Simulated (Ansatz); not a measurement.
A relaxation computed with Ansatz, from input to last step.

```yaml
crystal:
  lattice:
    - [0.0, 2.8872369182, 2.8872369182]
    - [2.8872369182, 0.0, 2.8872369182]
    - [2.8872369182, 2.8872369182, 0.0]
  atoms:
    - { symbol: Na, position: [0.0, 0.0, 0.0] }
    - { symbol: Cl, position: [0.5, 0.5, 0.5] }
basis:
  ecutwfc: 420
kpoints:
  mp_grid: { grid: [8, 8, 8] }
hamiltonian:
  xc: pbe
scf:
  occupations: { method: gaussian, width: 0.02 }
output:
  forces: true
  stress: true
  eigenvalues: true
relax:
  adjacent_minimum: "off"
  f_tol: 0.01
  max_steps: 60
  cell: { stress_tol: 0.1 }
```

```bash
ansatz run input.yaml --threads 1 --pin off --max-ram 2560MiB --backend cpu --events-out ev --progress --plain --runs-dir out
```

Method: DFT PBE, scalar-relativistic, plane waves, PAW (Ansatz 0.2.0).

Of 4 frames 3 are shown, positions in Å and forces in eV/Å; the SCF threshold varies from step to step. Steps run on the plane waves of an earlier cell, with a Pulay correction in the pressure. The basis is chosen afresh for the last frame, the zero of the energies, and at times for earlier ones too; energy and pressure step there, also at an unchanged geometry.

```xyz
2
Lattice="0.0000 2.8872 2.8872 2.8872 0.0000 2.8872 2.8872 2.8872 0.0000" Properties=species:S:1:pos:R:3:forces:R:3 pbc="T T T" step=1 free_energy_over_end_meV_per_atom=2.78 pressure_GPa=-0.88
Na    0.0000    0.0000    0.0000    0.0000    0.0000    0.0000
Cl    2.8872    2.8872    2.8872    0.0000    0.0000    0.0000
2
Lattice="0.0000 2.8645 2.8645 2.8645 0.0000 2.8645 2.8645 2.8645 0.0000" Properties=species:S:1:pos:R:3:forces:R:3 pbc="T T T" step=2 free_energy_over_end_meV_per_atom=0.49 pressure_GPa=-0.40
Na    0.0000    0.0000    0.0000    0.0000    0.0000    0.0000
Cl    2.8645    2.8645    2.8645    0.0000    0.0000    0.0000
2
Lattice="0.0000 2.8466 2.8466 2.8466 0.0000 2.8466 2.8466 2.8466 0.0000" Properties=species:S:1:pos:R:3:forces:R:3 pbc="T T T" step=4 free_energy_over_end_meV_per_atom=0.00 pressure_GPa=0.03
Na    0.0000    0.0000    0.0000    0.0000    0.0000    0.0000
Cl    2.8466    2.8466    2.8466    0.0000    0.0000    0.0000
```

The run took 2.3 s on 1 thread of Intel(R) Xeon(R) 6975P-C (Granite Rapids), with other jobs on the host, peak memory 0.33 GiB.